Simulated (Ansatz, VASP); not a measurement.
Two plane-wave programs on SiC

The input INCAR:

```
ALGO     = Normal         # electronic algorithm
EDIFF    = 1E-6           # SCF threshold, eV
ENCUT    = 520            # plane-wave cutoff, eV
GGA      = PS             # functional
ISIF     = 2              # what is computed and relaxed
ISMEAR   = 0              # smearing method
LASPH    = True           # aspherical terms in the spheres
LCHARG   = False          # write CHGCAR
LREAL    = False          # projectors in reciprocal space
LWAVE    = False          # write WAVECAR
NBANDS   = 11             # bands
NELM     = 80             # most SCF steps
PREC     = Accurate       # precision mode
SIGMA    = 0.05           # smearing width, eV
```

File KPOINTS:

```
k-points
0
Gamma
  12 12 12
```

File POSCAR:

```
SiC
1.0
    0.0000000000      2.2622704100      2.2622704100
    2.2622704100      0.0000000000      2.2622704100
    2.2622704100      2.2622704100      0.0000000000
Si C
1 1
Direct
    0.0000000000      0.0000000000      0.0000000000
    0.7500000000      0.7500000000      0.7500000000
```

Input for Ansatz:

```yaml
crystal:
  lattice:
    - [0.0, 2.26227041, 2.26227041]
    - [2.26227041, 0.0, 2.26227041]
    - [2.26227041, 2.26227041, 0.0]
  atoms:
    - { symbol: Si, position: [0.0, 0.0, 0.0] }
    - { symbol: C, position: [0.75, 0.75, 0.75] }
basis:
  ecutwfc: 520.0
kpoints:
  mp_grid: { grid: [12, 12, 12] }
hamiltonian:
  xc: pbesol
  pseudopotentials: { kind: paw, azcp: { folder: soft_1 } }
scf:
  occupations: { method: gaussian, width: 0.05 }
output:
  forces: true
  stress: true
  eigenvalues: true
```

Alike in both runs: task single point; functional PBEsol; k mesh 12 × 12 × 12; occupations gaussian, width 0.05 eV; no spin polarisation.

|  | VASP | Ansatz |
| --- | --- | --- |
| version | VASP 6.6.1 | Ansatz 0.2.0 |
| potentials or method | VASP PAW PBE potentials, release 64 (Si, C) | scalar-relativistic, plane waves, PAW |
| plane-wave cutoff (eV) | 520 | 520 |
| valence electrons in the cell | 8 | 8 |

Ansatz gave:

```
gap on the k mesh at the Fermi level (eV) : 1.34
least direct gap on the mesh (eV)         : 4.33
pressure (GPa)                            : -20.1
```

Task: Estimate VASP's values.

Result: gap on the k mesh at the Fermi level (eV): 1.33; least direct gap on the mesh (eV): 4.32; pressure (GPa): -19.8.

With one functional, cell and mesh, what is left measures potentials, basis and numerics. Ansatz warned: «pseudo_functional_mismatch».

Caveats: so large a pressure means that the cell lies far from this level's equilibrium, or that cutoff or potentials fall short (VASP); the potentials were made for another functional, which shifts forces and pressure (VASP). A k mesh can miss the band edges.
